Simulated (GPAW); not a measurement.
The system is Te.

```
Te
1.0
     2.30590    1.33131    1.69095
    -2.30590    1.33131    1.69095
     0.00000   -2.66263    1.69095
Te
1
Direct
  0.50000 0.50000 0.50000
```

This isn't the form of Te at room conditions, which is trigonal, of chains.

```yaml
Program: GPAW 26.7.0
Task: relaxation of cell and atoms
Functional: LDA
Potentials_or_basis: the program's PAW data sets (release 1.2.1) made for this functional
Cutoff: 600 eV
Basis: pw
k_mesh: 9 × 9 × 9
Occupations: fermi-dirac, width 0.05 eV
Spin: no spin polarisation
```

At the start: pressure -1.6 GPa; volume 31.15 Å³/atom.

Q: How do energy, volume and symmetry change on relaxing?

A: Over 3 steps the energy falls by 4.2 meV/atom and the volume is 30.29 Å³/atom (-2.7 %); space group R-3m (No. 166, to 0.05 Å).

Step by step:
```csv
step,energy change (eV),largest force (eV/Å),pressure (GPa),volume (Å³)
1,0.0000,0.0000,-1.59,31.15
2,-0.0031,0.0000,-0.84,30.74
3,-0.0042,0.0000,0.04,30.29
```

Final structure:
```yaml
crystal:
  lattice:
    - [2.28230, 1.31768, 1.67886]
    - [-2.28230, 1.31768, 1.67886]
    - [0.00000, -2.63537, 1.67886]
  atoms:
    - { symbol: Te, position: [0.50000, 0.50000, 0.50000] }
```

Caveat: later steps reuse the first step's grids.
